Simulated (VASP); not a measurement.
**What goes wrong when BaZrO3 is relaxed with a bad input**

Aim: see how common mistakes in a VASP relaxation show up, on BaZrO3. The starting structure is a measured crystal structure from the Crystallography Open Database. The first relaxation on each setting starts from this cell expanded by 3 % in volume.

Program: VASP 6.6.1. Level of theory: Kohn-Sham DFT with plane waves and PAW; PBEsol. Results are calculated unless marked as measured.

## Step 1: Set-up

Symmetry: Pm-3m, No. 221, cubic system. Conventional cell: a = 4.191 Å, b = 4.191 Å, c = 4.191 Å, α = 90.00°, β = 90.00°, γ = 90.00°. Nearest to Ba lie 12 O at 2.96 Å. Zr has 6 O at 2.10 Å nearest. O has 2 Zr at 2.10 Å and 4 Ba at 2.96 Å nearest. Farther neighbours and most contacts between anions are not listed.

As a file:

```cif
data_structure
_symmetry_space_group_name_H-M 'Pm-3m'
_symmetry_Int_Tables_number 221
_cell_length_a 4.1913
_cell_length_b 4.1913
_cell_length_c 4.1913
_cell_angle_alpha 90.000
_cell_angle_beta 90.000
_cell_angle_gamma 90.000
_cell_volume 73.63
loop_
_atom_site_label
_atom_site_type_symbol
_atom_site_symmetry_multiplicity
_atom_site_Wyckoff_symbol
_atom_site_fract_x
_atom_site_fract_y
_atom_site_fract_z
_atom_site_occupancy
Ba1 Ba 1 a 0.00000 0.00000 0.00000 1
Zr1 Zr 1 b 0.50000 0.50000 0.50000 1
O1 O 3 c 0.50000 0.50000 0.00000 1
```

## Step 2: Reference relaxation

This run starts from the cell of an earlier relaxation, which isn't shown; the restart sets up the plane waves anew.

INCAR

```
SYSTEM = BaZrO3
PREC = Accurate
ENCUT = 520
EDIFF = 1E-06
NELM = 100
ISMEAR = 0
SIGMA = 0.03
LREAL = .FALSE.
ALGO = Normal
GGA = PS
NBANDS = 26
LASPH = .TRUE.
LORBIT = 11
LWAVE = .FALSE.
LCHARG = .FALSE.
KPAR = 8
IBRION = 2
NSW = 50
ISIF = 3
EDIFFG = -0.006
```

POSCAR

```
BaZrO3
1.0
    4.1907662480      0.0000000000      0.0000000000
    0.0000000000      4.1907662480      0.0000000000
    0.0000000000      0.0000000000      4.1907662480
Ba Zr O
1 1 3
Direct
    0.0000000000      0.0000000000      0.0000000000
    0.5000000000      0.5000000000      0.5000000000
    0.5000000000      0.5000000000      0.0000000000
    0.5000000000      0.0000000000      0.5000000000
    0.0000000000      0.5000000000      0.5000000000
```

KPOINTS

```
Automatic mesh
0
Gamma
6 6 6
0 0 0
```

Potentials, in the order of the species: Ba_sv, Zr_sv and O (PBE family, release 64).

Command:

```
> mpirun -np 8 vasp_std
```

Log:

```text
[banner, memory and clock lines left out]
running    8 mpi-ranks, on    1 nodes
 distrk:  each k-point on    1 cores,    8 groups
 distr:  one band on    1 cores,    1 groups

 POSCAR found type information on POSCAR BaZrO
 POSCAR found :  3 types and       5 ions
|                                                                             |
|           W    W    AA    RRRRR   N    N  II  N    N   GGGG   !!!           |
|           W    W   A  A   R    R  NN   N  II  NN   N  G    G  !!!           |
|           W    W  A    A  R    R  N N  N  II  N N  N  G       !!!           |
|           W WW W  AAAAAA  RRRRR   N  N N  II  N  N N  G  GGG   !            |
|           WW  WW  A    A  R   R   N   NN  II  N   NN  G    G                |
|           W    W  A    A  R    R  N    N  II  N    N   GGGG   !!!           |
|                                                                             |
|     For optimal performance we recommend to set                             |
|       NCORE = 2 up to number-of-cores-per-socket                            |
|     NCORE specifies how many cores store one orbital (NPAR=cpu/NCORE).      |
|     This setting can greatly improve the performance of VASP for DFT.       |
|     The default, NCORE=1 might be grossly inefficient on modern             |
|     multi-core architectures or massively parallel machines. Do your        |
|     Unfortunately you need to use the default for GW and RPA                |
|     calculations (for HF NCORE is supported but not extensively tested      |
|     yet).                                                                   |
|                                                                             |

|                                                                             |
|               ----> ADVICE to this user running VASP <----                  |
|                                                                             |
|     You enforced a specific xc type in the INCAR file but a different       |
|     [... a line on the potential file left out ...]
|     I HOPE YOU KNOW WHAT YOU ARE DOING!                                     |
|                                                                             |

 LDA part: xc-table for (Slater+PW92), standard interpolation
 POSCAR, INCAR and KPOINTS ok, starting setup
 FFT: planning ... GRIDC
 FFT: planning ... GRID_SOFT
 FFT: planning ... GRID
 WAVECAR not read
 entering main loop
       N       E                     dE             d eps       ncg     rms          rms(c)
DAV:   1     0.313496777773E+03    0.31350E+03   -0.22051E+04  1040   0.151E+03
DAV:   2    -0.289775711690E+02   -0.34247E+03   -0.33478E+03  1272   0.367E+02
DAV:   3    -0.499509056550E+02   -0.20973E+02   -0.20917E+02  1664   0.878E+01
DAV:   4    -0.504914403316E+02   -0.54053E+00   -0.53998E+00  1438   0.115E+01
DAV:   5    -0.505025426327E+02   -0.11102E-01   -0.11101E-01  1514   0.126E+00    0.291E+01
DAV:   6    -0.437835383546E+02    0.67190E+01   -0.37296E+01  1254   0.388E+01    0.134E+01
DAV:   7    -0.436685661264E+02    0.11497E+00   -0.28362E+00  1488   0.956E+00    0.804E+00
DAV:   8    -0.436264983449E+02    0.42068E-01   -0.32911E-01  1298   0.450E+00    0.680E-01
DAV:   9    -0.436227426502E+02    0.37557E-02   -0.53521E-02  1490   0.136E+00    0.506E-01
DAV:  10    -0.436234505397E+02   -0.70789E-03   -0.14210E-02  1396   0.102E+00    0.257E-01
DAV:  11    -0.436230551837E+02    0.39536E-03   -0.20716E-03  1288   0.398E-01    0.289E-02
DAV:  12    -0.436230760208E+02   -0.20837E-04   -0.12558E-04  1396   0.782E-02    0.334E-02
DAV:  13    -0.436230740203E+02    0.20005E-05   -0.10501E-05  1454   0.237E-02    0.420E-03
DAV:  14    -0.436230740583E+02   -0.38016E-07   -0.12537E-06   862   0.939E-03
   1 F= -.43623074E+02 E0= -.43623074E+02  d E =-.436231E+02
 curvature:   0.00 expect dE= 0.000E+00 dE for cont linesearch  0.000E+00
 trial: gam= 0.00000 g(F)=  0.000E+00 g(S)=  0.585E-05 ort = 0.000E+00 (trialstep = 0.100E+01)
 search vector abs. value=  0.585E-05
 reached required accuracy - stopping structural energy minimisation
```

It took 6.6 s on 8 MPI ranks of Intel Xeon Platinum 8375C at 2.90GHz (Ice Lake), shared host; peak memory 1.6 GiB; 48 s of CPU time.

The logs omit lines about the potential files and the build; timing stands in the text.

Parts of OUTCAR (step 2):

```text
ion  position               nearest neighbor table
   1  0.000  0.000  0.000-   3 2.96   4 2.96   5 2.96   4 2.96   5 2.96   3 2.96   5 2.96   5 2.96
                             3 2.96   4 2.96   4 2.96   3 2.96   2 3.63   2 3.63   2 3.63   2 3.63
   2  0.500  0.500  0.500-   3 2.10   4 2.10   5 2.10   3 2.10   4 2.10   5 2.10   1 3.63   1 3.63
                             1 3.63   1 3.63   1 3.63   1 3.63   1 3.63   1 3.63
   3  0.500  0.500  0.000-   2 2.10   2 2.10   1 2.96   1 2.96   1 2.96   1 2.96
   4  0.500  0.000  0.500-   2 2.10   2 2.10   1 2.96   1 2.96   1 2.96   1 2.96
   5  0.000  0.500  0.500-   2 2.10   2 2.10   1 2.96   1 2.96   1 2.96   1 2.96

  LATTYP: Found a simple cubic cell.
 ALAT       =     4.1907662480

 Subroutine GETGRP returns: Found 48 space group operations
 (whereof 48 operations were pure point group operations)

The static configuration has the point symmetry O_h .

 Found     20 irreducible k-points:

   k-points           NKPTS =     20   k-points in BZ     NKDIM =     20   number of bands    NBANDS=     26

   dimension x,y,z NGX =    32 NGY =   32 NGZ =   32
   dimension x,y,z NGXF=    64 NGYF=   64 NGZF=   64

   ENCUT  =  520.0 eV  38.22 Ry    6.18 a.u.   7.79  7.79  7.79*2*pi/ulx,y,z

   NELECT =      40.0000    total number of electrons

 k-points in reciprocal lattice and weights: Automatic mesh
   0.00000000  0.00000000  0.00000000       0.005
   0.16666667  0.00000000  0.00000000       0.028
   0.33333333  0.00000000  0.00000000       0.028
   0.50000000  0.00000000  0.00000000       0.014
   0.16666667  0.16666667  0.00000000       0.056
   0.33333333  0.16666667  0.00000000       0.111
   0.50000000  0.16666667  0.00000000       0.056
   0.33333333  0.33333333  0.00000000       0.056
   0.50000000  0.33333333  0.00000000       0.056
[...]
0.50000000  0.50000000  0.33333333       0.028
   0.50000000  0.50000000  0.50000000       0.005

 average (electrostatic) potential at core
       1 -33.4960       2 -77.9218       3 -69.3648       4 -69.3648       5 -69.3648

 E-fermi :   3.8758

 k-point     1 :       0.0000    0.0000    0.0000
  band No.  band energies     occupation
    ...
     16       2.6356      2.00000
     17       2.6356      2.00000
     18       3.4166      2.00000
     19       3.4166      2.00000
     20       3.4166      2.00000
     21       6.7448      0.00000
     22       6.7448      0.00000
     23       6.7448      0.00000
     24       8.1801      0.00000
     25       8.1801      0.00000
    ...

 k-point     2 :       0.1667    0.0000    0.0000
  band No.  band energies     occupation
    ...
     16       2.3812      2.00000
     17       2.4290      2.00000
     18       2.7524      2.00000
     19       3.3293      2.00000
     20       3.3293      2.00000
     21       6.8436      0.00000
     22       7.3667      0.00000
     23       7.3667      0.00000
     24       8.6232      0.00000
     25       8.6358      0.00000
    ...

 k-point     3 :       0.3333    0.0000    0.0000
  band No.  band energies     occupation
    ...
     16       2.0104      2.00000
     17       2.0379      2.00000
     18       2.0728      2.00000
     19       3.2218      2.00000
     20       3.2218      2.00000
     21       7.0689      0.00000
     22       8.6102      0.00000
     23       8.6102      0.00000
     24       9.5211      0.00000
     25       9.6499      0.00000
    ...

  Total       -0.0142190     -0.0142190     -0.0142190      0.0000000     -0.0000000     -0.0000000
  in kB       -0.3095273     -0.3095273     -0.3095273      0.0000000     -0.0000000     -0.0000000
  external PRESSURE =      -0.3095273 kB  Pullay stress =       0.0000000 kB

  energy-cutoff  :      520.00
  volume of cell :       73.60
      direct lattice vectors                 reciprocal lattice vectors
     4.190766248  0.000000000  0.000000000     0.238619847  0.000000000  0.000000000
     0.000000000  4.190766248  0.000000000     0.000000000  0.238619847  0.000000000
     0.000000000  0.000000000  4.190766248     0.000000000  0.000000000  0.238619847

 POSITION                                       TOTAL-FORCE (eV/Angst)
 -----------------------------------------------------------------------------------
      0.00000      0.00000      0.00000         0.000000      0.000000      0.000000
      2.09538      2.09538      2.09538         0.000000      0.000000      0.000000
      2.09538      2.09538      0.00000         0.000000      0.000000      0.000000
      2.09538      0.00000      2.09538         0.000000      0.000000      0.000000
      0.00000      2.09538      2.09538         0.000000      0.000000      0.000000
 -----------------------------------------------------------------------------------
    total drift:                                0.000000     -0.000000     -0.000000

  FREE ENERGIE OF THE ION-ELECTRON SYSTEM (eV)
  ---------------------------------------------------
  free  energy   TOTEN  =       -43.6230740583 eV

  energy  without entropy=      -43.6230740583  energy(sigma->0) =      -43.62307406

 reached required accuracy - stopping structural energy minimisation

 total charge
# of ion       s       p       d       tot
------------------------------------------
    1        1.997   5.616   0.275   7.888
    2        2.203   6.086   1.446   9.735
    3        1.557   3.465   0.000   5.022
    4        1.557   3.465   0.000   5.022
    5        1.557   3.465   0.000   5.022
--------------------------------------------------
tot          8.871  22.098   1.721  32.690

[... 3 further parts left out ...]
```

CONTCAR:

```
BaZrO3
   1.00000000000000
     4.1907662480000001    0.0000000000000000    0.0000000000000000
     0.0000000000000000    4.1907662480000001    0.0000000000000000
     0.0000000000000000    0.0000000000000000    4.1907662480000001
  Ba              Zr              O
     1     1     3
Direct
     0.0000000000000000    0.0000000000000000    0.0000000000000000
     0.5000000000000000    0.5000000000000000    0.5000000000000000
     0.5000000000000000    0.5000000000000000    0.0000000000000000
     0.5000000000000000    0.0000000000000000    0.5000000000000000
     0.0000000000000000    0.5000000000000000    0.5000000000000000
```

The PAW data sets were made with PBE, which is usual practice but a small mismatch for other functionals. The run keeps the 48 symmetry operations of its start, so it cannot find a distortion of lower symmetry.

The reference relaxation ends at 14.720 Å³ an atom.

## Step 3: Relaxation with a k mesh far too coarse

A slip made on purpose: a k mesh far too coarse. Against step 2 the input has a 1×1×1 mesh (also changed: NELM, NCORE and KPAR).

INCAR: that of step 2 with these lines changed.

```diff
@@ -4,3 +4,3 @@
 EDIFF = 1E-06
-NELM = 100
+NELM = 60
 ISMEAR = 0
@@ -15,3 +15,3 @@
 LCHARG = .FALSE.
-KPAR = 8
+NCORE = 8
 IBRION = 2
```

POSCAR: that of step 2 with these lines changed.

```diff
@@ -2,5 +2,5 @@
 1.0
-    4.1907662480      0.0000000000      0.0000000000
-    0.0000000000      4.1907662480      0.0000000000
-    0.0000000000      0.0000000000      4.1907662480
+    4.2328411149      0.0000000000      0.0000000000
+    0.0000000000      4.2328411149      0.0000000000
+    0.0000000000      0.0000000000      4.2328411149
 Ba Zr O
```

KPOINTS

```
Automatic mesh
0
Gamma
1 1 1
0 0 0
```

Command:

```
> mpirun -np 8 vasp_std
```

Log:

```text
[banner, memory and clock lines left out]
running    8 mpi-ranks, on    1 nodes
[...]
[... a notice as in an earlier step ...]

 [... a notice as in an earlier step ...]

 LDA part: xc-table for (Slater+PW92), standard interpolation
 POSCAR, INCAR and KPOINTS ok, starting setup
[...]
entering main loop
       N       E                     dE             d eps       ncg     rms          rms(c)
DAV:   1     0.299302095000E+03    0.29930E+03   -0.21886E+04    52   0.146E+03
DAV:   2    -0.214843237269E+02   -0.32079E+03   -0.31276E+03    70   0.345E+02
DAV:   3    -0.410730694329E+02   -0.19589E+02   -0.19503E+02    80   0.808E+01
DAV:   4    -0.413231945908E+02   -0.25013E+00   -0.24984E+00    54   0.929E+00
[...]
DAV:  11    -0.265233579033E+02    0.30421E-04   -0.36086E-04    56   0.119E-01    0.220E-02
DAV:  12    -0.265233672656E+02   -0.93623E-05   -0.24776E-05    52   0.396E-02    0.458E-03
DAV:  13    -0.265233677340E+02   -0.46840E-06   -0.34799E-06    72   0.129E-02
   1 F= -.26523368E+02 E0= -.26523368E+02  d E =-.265234E+02
[...]
|     The electronic self-consistency was not achieved in the given           |
[... from here on, the cycles between the ionic steps are left out ...]
   2 F= -.27079200E+02 E0= -.27079200E+02  d E =-.555833E+00
   3 F= -.27561598E+02 E0= -.27546404E+02  d E =-.103823E+01
   4 F= -.27724328E+02 E0= -.27711744E+02  d E =-.120096E+01
   5 F= -.27735542E+02 E0= -.27724048E+02  d E =-.121217E+01
[...]
reached required accuracy - stopping structural energy minimisation
```

Wall time 14 s (8 MPI ranks); peak memory 0.9 GiB.

OUTCAR, selected parts (step 3):

```text
  Total        0.0255178      0.0255178      0.0255178      0.0000000     -0.0000000      0.0000000
  in kB        0.4469236      0.4469236      0.4469236      0.0000000     -0.0000000      0.0000000
  external PRESSURE =       0.4469236 kB  Pullay stress =       0.0000000 kB

 POSITION                                       TOTAL-FORCE (eV/Angst)
 -----------------------------------------------------------------------------------
      0.00000      0.00000      0.00000         0.000000      0.000000      0.000000
      2.25291      2.25291      2.25291        -0.000000     -0.000000      0.000000
      2.25291      2.25291      0.00000         0.000000      0.000000      0.000000
      2.25291     -0.00000      2.25291        -0.000000     -0.000000      0.000000
     -0.00000      2.25291      2.25291        -0.000000     -0.000000      0.000000
 -----------------------------------------------------------------------------------
    total drift:                                0.000000     -0.000000     -0.000000

  FREE ENERGIE OF THE ION-ELECTRON SYSTEM (eV)
  ---------------------------------------------------
  free  energy   TOTEN  =       -27.7355423874 eV

  energy  without entropy=      -27.7125541097  energy(sigma->0) =      -27.72404825

[... 1 part as in an earlier step ...]

[... 3 further parts left out ...]
[key lines of the parts left out:]
E-fermi :   3.3541
```

With a k mesh far too coarse the cell ends at 18.296 Å³ an atom, +24.29 % from the reference.

## Step 4: Relaxation with too few ionic steps

A slip made on purpose: too few ionic steps. Against step 2 the input has NSW = 2 (also changed: NELM).

INCAR: that of step 3 with these lines changed.

```diff
@@ -15,5 +15,5 @@
 LCHARG = .FALSE.
-NCORE = 8
+KPAR = 8
 IBRION = 2
-NSW = 50
+NSW = 2
 ISIF = 3
```

POSCAR is that of step 3.

KPOINTS

```
Automatic mesh
0
Gamma
6 6 6
0 0 0
```

Command:

```
> mpirun -np 8 vasp_std
```

Log:

```text
[banner, memory and clock lines left out]
running    8 mpi-ranks, on    1 nodes
[...]
[... a notice as in an earlier step ...]

 [... a notice as in an earlier step ...]

 LDA part: xc-table for (Slater+PW92), standard interpolation
 POSCAR, INCAR and KPOINTS ok, starting setup
[...]
entering main loop
       N       E                     dE             d eps       ncg     rms          rms(c)
DAV:   1     0.313805213903E+03    0.31381E+03   -0.22285E+04  1040   0.151E+03
DAV:   2    -0.294805013151E+02   -0.34329E+03   -0.33510E+03  1320   0.367E+02
DAV:   3    -0.498962747508E+02   -0.20416E+02   -0.20367E+02  1660   0.868E+01
DAV:   4    -0.505384038052E+02   -0.64213E+00   -0.64149E+00  1444   0.120E+01
[...]
DAV:  12    -0.435923753386E+02   -0.24599E-04   -0.14038E-04  1398   0.819E-02    0.339E-02
DAV:  13    -0.435923723415E+02    0.29971E-05   -0.13293E-05  1432   0.265E-02    0.401E-03
DAV:  14    -0.435923724859E+02   -0.14443E-06   -0.14192E-06   878   0.989E-03
   1 F= -.43592372E+02 E0= -.43592372E+02  d E =-.435924E+02
[...]
N       E                     dE             d eps       ncg     rms          rms(c)
DAV:   1    -0.445669240659E+02   -0.97455E+00   -0.30266E+01  1090   0.441E+01    0.109E+01
DAV:   2    -0.437393216183E+02    0.82760E+00   -0.34201E+00  1104   0.117E+01    0.388E+00
DAV:   3    -0.435804192149E+02    0.15890E+00   -0.50116E-01  1434   0.536E+00    0.874E-01
DAV:   4    -0.435735431311E+02    0.68761E-02   -0.11864E-01  1662   0.171E+00    0.810E-01
DAV:   5    -0.435790844686E+02   -0.55413E-02   -0.61847E-03  1494   0.461E-01    0.371E-01
DAV:   6    -0.435825046475E+02   -0.34202E-02   -0.83723E-03  1602   0.433E-01    0.926E-02
DAV:   7    -0.435827004366E+02   -0.19579E-03   -0.35424E-04  1378   0.115E-01    0.293E-02
DAV:   8    -0.435827285976E+02   -0.28161E-04   -0.74438E-05  1518   0.504E-02    0.567E-03
DAV:   9    -0.435827284488E+02    0.14878E-06   -0.22579E-06  1072   0.804E-03
   2 F= -.43582728E+02 E0= -.43582728E+02  d E =0.964404E-02
 trial-energy change:    0.009644  1 .order    0.013513   -0.136583    0.163609
 step:   0.4743(harm=  0.4550)  dis= 0.00000  next Energy=   -43.625174 (dE=-0.328E-01)
```

Elapsed: 13 s, on 8 MPI ranks; peak memory 1.8 GiB.

Parts of OUTCAR (step 4):

```text
  Total        2.6020546      2.6020546      2.6020546      0.0000000     -0.0000000      0.0000000
  in kB       58.5771617     58.5771617     58.5771617      0.0000000     -0.0000000      0.0000000
  external PRESSURE =      58.5771617 kB  Pullay stress =       0.0000000 kB

 POSITION                                       TOTAL-FORCE (eV/Angst)
 -----------------------------------------------------------------------------------
      0.00000      0.00000      0.00000        -0.000000      0.000000      0.000000
      2.07206      2.07206      2.07206         0.000000     -0.000000      0.000000
      2.07206      2.07206      0.00000        -0.000000      0.000000      0.000000
      2.07206     -0.00000      2.07206        -0.000000     -0.000000      0.000000
      0.00000      2.07206      2.07206         0.000000     -0.000000      0.000000
 -----------------------------------------------------------------------------------
    total drift:                                0.000000     -0.000000     -0.000000

  FREE ENERGIE OF THE ION-ELECTRON SYSTEM (eV)
  ---------------------------------------------------
  free  energy   TOTEN  =       -43.5827284488 eV

  energy  without entropy=      -43.5827284488  energy(sigma->0) =      -43.58272845

[... 1 part as in an earlier step ...]

[... 2 further parts left out ...]
[key lines of the parts left out:]
E-fermi :   4.0449
```

The relaxation used up its 2 ionic steps (NSW) before forces and stress met EDIFFG.

(Continued in part 2 of 2.)

[Lines on the potential files, build, host, timing and source positions are cut from VASP's logs without a mark.]

[Logs are printed without paths, hosts, clocks, repeated set-up lines and the standing remarks that a program may print on its own settings, such as how far it seeks lower states.]

[Hosts, paths, dates, database ids (printed as entryN), source tags and the programs' standing remarks are cut or masked in the printed files.]
